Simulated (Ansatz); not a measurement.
The system is Li.

```
Li
1.0
    -1.75465    1.75465    1.75465
     1.75465   -1.75465    1.75465
     1.75465    1.75465   -1.75465
Li
1
Direct
  0.00000 0.00000 0.00000
```

```yaml
Program: Ansatz 0.2.0
Task: relaxation of cell and atoms
Functional: LDA
Potentials_or_basis: Ansatz PAW
Cutoff: "420 eV (not typed: the program's choice for these potentials)"
k_mesh: 11 × 11 × 11
Occupations: fermi-dirac, width 0.05 eV
Spin: no spin polarisation
```

At the start: volume 21.61 Å³/atom.

Q: How do energy, volume and symmetry change on relaxing?

A: It ends after 5 steps and the volume is 19.02 Å³/atom (-12.0 %); space group Im-3m (No. 229, to 0.05 Å).

Step by step:
```
step  energy change (eV)  largest force (eV/Å)  volume (Å³)
   1              0.0000                0.0000        21.61
   2             -0.0092                0.0000        20.48
   3             -0.0140                0.0000        18.75
   4             -0.0141                0.0000        19.02
   5             -0.0141                0.0000        19.02
```

Final structure:
```xyz
1
Lattice="-1.6815 1.6815 1.6815 1.6815 -1.6815 1.6815 1.6815 1.6815 -1.6815" Properties=species:S:1:pos:R:3 pbc="T T T"
Li    0.0000    0.0000    0.0000
```

The cell as given is a measured one (21.61 Å³/atom); LDA puts the equilibrium volume -12.0 % from it, thermal expansion not counted.

Caveat: the plane-wave basis is chosen anew once the cell has moved, so the energies of steps on either side of that aren't comparable; the volume moved by -12 % from the deposited cell, more than functionals usually miss.
